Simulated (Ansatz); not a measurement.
# Electric field gradients in Si₃N₄ at a changed volume

The cell is an entry of the Crystallography Open Database (COD), relaxed with PBE at fixed cell and then changed (volume scaled by 0.94, ions relaxed).

Space group P6_3/m (No. 176); a = 7.4400, c = 2.8431 Å, γ = 120.00°.

| site | Wyckoff | site symmetry | x | y | z |
| --- | --- | --- | --- | --- | --- |
| Si | 6h | m.. | 0.7630 | 0.1695 | 0.2500 |
| N7 | 6h | m.. | 0.0253 | 0.3285 | 0.2500 |
| N13 | 2d | -6.. | 0.3333 | 0.6667 | 0.7500 |

One atom of each set is listed.

Computed with Ansatz: DFT, PBE, plane waves and PAW, scalar-relativistic, 420 eV cutoff, Γ-centred 4×4×10 k-points, Fermi–Dirac smearing 0.02 eV.

Conventions: |V_zz| ≥ |V_yy| ≥ |V_xx|, η = (V_xx − V_yy)/V_zz, C_Q = eQV_zz/h.

¹⁴N: I = 1, Q = 20.44 mb. Nuclear quadrupole moments: year-2017 set (Pyykkö).

Problem. What field gradients does the calculation give at each kind of site?

Solution. 

| site | atoms | first shell | V_zz (10²¹ V/m²) | η | C_Q (MHz) |
| --- | --- | --- | --- | --- | --- |
| Si | 6 | 4 N at 1.69–1.70 Å | 1.14 | 0.32 | – |
| N7 | 6 | 3 Si at 1.70 Å | -4.29 | 0.10 | -2.12 |
| N13 | 2 | 3 Si at 1.69 Å | -4.17 | 0.00 | -2.06 |

An axis of threefold or higher order runs through N13, so V_zz lies along it and η is zero. At N7 V_zz stands upright on the plane through its three neighbours (within 2°).

Si has no stable isotope with a ground-state quadrupole moment in the table, so no C_Q is given.

At this changed cell the PBE pressure is 24 GPa.

The relaxation (5 steps) took 20 s of wall time (75 s of CPU time) and 0.54 GiB at its peak, on 4 threads of Arm Neoverse V1 (aarch64; 8 cores open to the job, memory cap 8.0 GiB, no GPU), a shared host with a load of 0.7 a core.
